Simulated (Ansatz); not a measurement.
SiC (rocksalt type), DFT, PBEsol, all-electron LAPW, scalar-relativistic (Ansatz 0.2.0), on 1 thread of Intel(R) Xeon(R) Platinum 8488C (Sapphire Rapids) (shared host).

Command: `ansatz run input.yaml --threads 1 --pin off --max-ram 2048MiB --backend cpu --events-out ev --progress --plain --runs-dir out`

```yaml
crystal:
  lattice:
    - [0.0, 1.9758282605, 1.9758282605]
    - [1.9758282605, 0.0, 1.9758282605]
    - [1.9758282605, 1.9758282605, 0.0]
  atoms:
    - { symbol: Si, position: [0.0, 0.0, 0.0] }
    - { symbol: C, position: [0.5, 0.5, 0.5] }
kpoints:
  mp_grid: { grid: [17, 17, 17] }
scf:
  occupations: { method: fermi_dirac, width: 0.08 }
hamiltonian:
  xc: pbesol
  pseudopotentials: { kind: all_electron, lapw: { basis_error: 0.001 } }
output:
  forces: true
  stress: true
  eigenvalues: true
  populations: true
```

Task: How large is the problem that the program sets up?

Result: 165 irreducible k-points, 181 plane waves at Γ, 13 bands.

Task: About how long does it take?

Result: 9.3 s of wall time for 7 SCF iterations. Times on shared machines scatter by tens of per cent.
